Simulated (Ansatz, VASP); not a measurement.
# SnTe in VASP and in Ansatz

```xyz
2
Lattice="0.0000 3.1509 3.1509 3.1509 0.0000 3.1509 3.1509 3.1509 0.0000" Properties=species:S:1:pos:R:3 pbc="T T T"
Te    3.1509    3.1509    3.1509
Sn    0.0000    0.0000    0.0000
```

Alike in both runs: task single point; functional PBEsol; k mesh 7 × 7 × 7; occupations gaussian, width 0.05 eV; no spin polarisation.

```csv
,VASP,Ansatz
version,VASP 6.6.1,Ansatz 0.2.0
potentials or method,"VASP PAW PBE potentials, release 64 (Te, Sn_d)",Ansatz PAW
plane-wave cutoff (eV),520,420
valence electrons in the cell,20,30
```

```tsv
	VASP	Ansatz	Ansatz less VASP
gap on the k mesh at the Fermi level (eV)	0.66	0.66	+0.001
least direct gap on the mesh (eV)	0.66	0.66	+0.001
pressure (GPa)	-0.4	-0.4	+0.02
```

The two sets of potentials don't hold the same shells in valence.

Caveats: the PAW data sets were made with another functional, which shifts forces and pressure a little (VASP); the PAW data sets come from PBE, with cores solved anew for the run's functional, which leaves a small shift of forces and pressure (Ansatz). The runs have no spin-orbit coupling, so splittings on Te are missing.
